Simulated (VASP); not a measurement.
Crystal: Te2Mo.

```xyz
6
Lattice="3.5182 0.0000 0.0000 -1.7591 3.0469 0.0000 0.0000 0.0000 13.9736" Properties=species:S:1:pos:R:3 pbc="T T T"
Te    0.0000    2.0312    8.6776
Te    1.7591    1.0156    1.6908
Te    0.0000    2.0312   12.2828
Te    1.7591    1.0156    5.2960
Mo    0.0000    2.0312    3.4934
Mo    1.7591    1.0156   10.4802
```

| Property | Result |
| --- | --- |
| Program | VASP 6.6.1 |
| Task | relaxation of cell and atoms |
| Functional | PBE |
| Dispersion | D3(BJ) |
| Potentials or basis | VASP PAW PBE potentials, release 64 (Te, Mo_sv) |
| Cutoff | 600 eV |
| k mesh | 9 × 9 × 2 |
| Occupations | gaussian, width 0.03 eV |
| Spin | no spin polarisation |

At the start: pressure -0.6 GPa; volume 24.96 Å³/atom.

**Question.** Where does the relaxation end?

**Answer.** Over 11 steps the energy falls by 4.2 meV/atom and the volume is 24.15 Å³/atom (-3.2 %); space group P6_3/mmc (No. 194, to 0.05 Å).

The path:
| step | energy change (eV) | largest force (eV/Å) | pressure (GPa) | volume (Å³) |
| --- | --- | --- | --- | --- |
| 1 | 0.0000 | 0.1801 | -0.57 | 149.79 |
| 2 | -0.0099 | 0.1781 | 0.16 | 147.87 |
| 3 | -0.0107 | 0.1781 | 0.42 | 147.15 |
| 4 | -0.0138 | 0.0446 | -0.52 | 147.26 |
| 5 | -0.0143 | 0.0147 | -0.27 | 147.23 |
| 6 | -0.0201 | 0.0145 | -0.19 | 146.48 |
| 7 | -0.0252 | 0.0121 | -0.01 | 145.13 |
| 8 | -0.0254 | 0.0107 | 0.04 | 144.86 |
| 9 | -0.0254 | 0.0111 | 0.03 | 144.91 |
| 10 | -0.0253 | 0.0168 | -0.11 | 144.97 |
| 11 | -0.0254 | 0.0027 | -0.01 | 144.93 |

Final structure:
```cif
data_structure
_symmetry_space_group_name_H-M 'P 1'
_symmetry_Int_Tables_number 1
_cell_length_a 3.4957
_cell_length_b 3.4957
_cell_length_c 13.6948
_cell_angle_alpha 90.000
_cell_angle_beta 90.000
_cell_angle_gamma 120.000
_cell_volume 144.93
loop_
_atom_site_label
_atom_site_type_symbol
_atom_site_fract_x
_atom_site_fract_y
_atom_site_fract_z
_atom_site_occupancy
Te1 Te 0.33333 0.66667 0.61724 1
Te2 Te 0.66667 0.33333 0.11724 1
Te3 Te 0.33333 0.66667 0.88276 1
Te4 Te 0.66667 0.33333 0.38276 1
Mo1 Mo 0.33333 0.66667 0.25000 1
Mo2 Mo 0.66667 0.33333 0.75000 1
```
